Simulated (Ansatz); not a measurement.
# HgTe: the cost of one run

Program: Ansatz 0.2.0. Level of theory: DFT LDA, scalar-relativistic. These are calculated values, not measurements.

### 1 The starting structure

It takes space group Fm-3m (No. 225, cubic). Conventional cell: a = 5.843 Å, b = 5.843 Å, c = 5.843 Å, α = 90.00°, β = 90.00°, γ = 90.00°. Around Hg (site symmetry m-3m) lie 6 Te at 2.92 Å. Around Te (site symmetry m-3m) lie 6 Hg at 2.92 Å.

Structure file:

```xyz
2
Lattice="0.0000 2.9215 2.9215 2.9215 0.0000 2.9215 2.9215 2.9215 0.0000" Properties=species:S:1:pos:R:3 pbc="T T T"
Hg    0.0000    0.0000    0.0000
Te    2.9215    2.9215    2.9215
```

Atoms are numbered in the order of the input: Hg1, Te2.

### 2 The deformed structure

Space group Fm-3m before, R-3m after.

### 3 All-electron LAPW

input.yaml

```yaml
crystal:
  lattice:
    - [0.05843, 2.950715, 2.950715]
    - [2.950715, 0.05843, 2.950715]
    - [2.950715, 2.950715, 0.05843]
  atoms:
    - { symbol: Hg, position: [0.0, 0.0, 0.0] }
    - { symbol: Te, position: [0.5, 0.5, 0.5] }
kpoints:
  mp_grid: { grid: [10, 10, 10] }
  band_path:
    path:
      - [0.0, 0.0, 0.0]
      - [0.5, 0.5, 0.5]
      - [0.2451701269, 0.5, 0.7548298731]
      - [-0.2451701269, 0.2451701269, 0.5]
      - [0.0, 0.0, 0.5]
      - [0.0, 0.0, 0.0]
      - [-0.3725850634, 0.0, 0.3725850634]
      - [0.0, 0.3725850634, 0.6274149366]
      - [0.0, 0.5, 0.5]
    npoints: 5
scf:
  occupations: { method: fermi_dirac, width: 0.08 }
hamiltonian:
  xc: lda
  pseudopotentials: { kind: all_electron, lapw: { basis_error: 0.001 } }
output:
  forces: true
  stress: true
  eigenvalues: true
```

Command:

```bash
$ ansatz run input.yaml --threads 1 --pin off --max-ram 3072MiB --backend cpu --events-out ev --progress --plain --runs-dir out
```

Q: Estimate wall time and peak memory on 1 thread of Arm Neoverse V1, shared host.

About 57 s, with a peak of 0.58 GiB.
